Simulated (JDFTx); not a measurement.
Set up this calculation in JDFTx 1.7.0 (patched build), as the native input.

| Property | Result |
| --- | --- |
| Task | density of states |
| Functional | PBE |
| Potentials or basis | PseudoDojo-SR-PBE-0.5-standard with smoothed tails |
| Cutoff | 1088 eV |
| Density cutoff | 8708 eV |
| k mesh | 6 × 6 × 6 |
| Occupations | fermi-dirac, width 0.05 eV |
| Spin | no spin polarisation |
| Hubbard terms | Mo d U = 6 eV |
| DOS broadening | 0.003 Ha |
| Local potential set to -Z/r beyond | 6 bohr |
| Density cutoff over wavefunction cutoff | 8 |
| Max SCF steps | 100 |
| SCF threshold on the energy | 1e-08 Ha |
| Solver of the electrons | scf |
| Further solve for the empty bands | yes |
| Hubbard projectors | atomic pseudo-orbitals, not orthogonalised |

Crystal: MoS2.

```
CELL_PARAMETERS angstrom
1.58000 0.91221 6.15000
-1.58000 0.91221 6.15000
0.00000 -1.82443 6.15000
ATOMIC_POSITIONS crystal
Mo 0.00000 0.00000 0.00000
S 0.41700 0.41700 0.41700
S 0.25000 0.25000 0.25000
```

Measurements of this composition are mostly on another form, of space group No. 194.

One way to write it, as run:

MoS2.in

```
lattice \
    1.5800000000    -1.5800000000     0.0000000000 \
    0.9122134253     0.9122134253    -1.8244268506 \
    6.1500000000     6.1500000000     6.1500000000
latt-scale 1.889726124626 1.889726124626 1.889726124626
coords-type Lattice
ion Mo     0.0000000000     0.0000000000     0.0000000000 1
ion S      0.4170000000     0.4170000000     0.4170000000 1
ion S      0.2500000000     0.2500000000     0.2500000000 1

ion-species pseudo/Mo.upf
ion-species pseudo/S.upf
elec-cutoff 40 320
elec-ex-corr gga-PBE
kpoint-folding 6 6 6
elec-smearing Fermi 0.0018374661
elec-n-bands 19
add-U Mo d 0.220496
electronic-SCF nIterations 100 energyDiffThreshold 1e-08
electronic-minimize nIterations 30 energyDiffThreshold 1e-7
converge-empty-states yes
forces-output-coords Cartesian
density-of-states Esigma 0.003 \
  Total \
  OrthoOrbital Mo 1 1s \
  OrthoOrbital Mo 1 2s \
  OrthoOrbital Mo 1 p \
  OrthoOrbital Mo 1 d \
  OrthoOrbital S 1 s \
  OrthoOrbital S 1 p \
  OrthoOrbital S 2 s \
  OrthoOrbital S 2 p

dump-name run.$VAR
dump End Ecomponents EigStats BandEigs Kpoints Forces Stress DOS ElecDensity Dtot KEdensity
```

Potentials or basis: PseudoDojo-SR-PBE-0.5-standard with smoothed tails.

Launch:

```bash
$ jdftx -c 1 -i MoS2.in -o MoS2.out
```

Results of the run:

```
Pressure               : -1.8 GPa
Largest force          : 0.268 eV/Å
Band gap on the k mesh : 0.97 eV, indirect (least direct gap 1.82 eV)
```

Caveat: the k mesh is coarse; the empty levels aren't tightly converged.

Run time: 3.8 min on 1 thread of AMD EPYC 9R45 96-Core Processor (Zen 5) (shared host), peak memory 0.44 GiB.
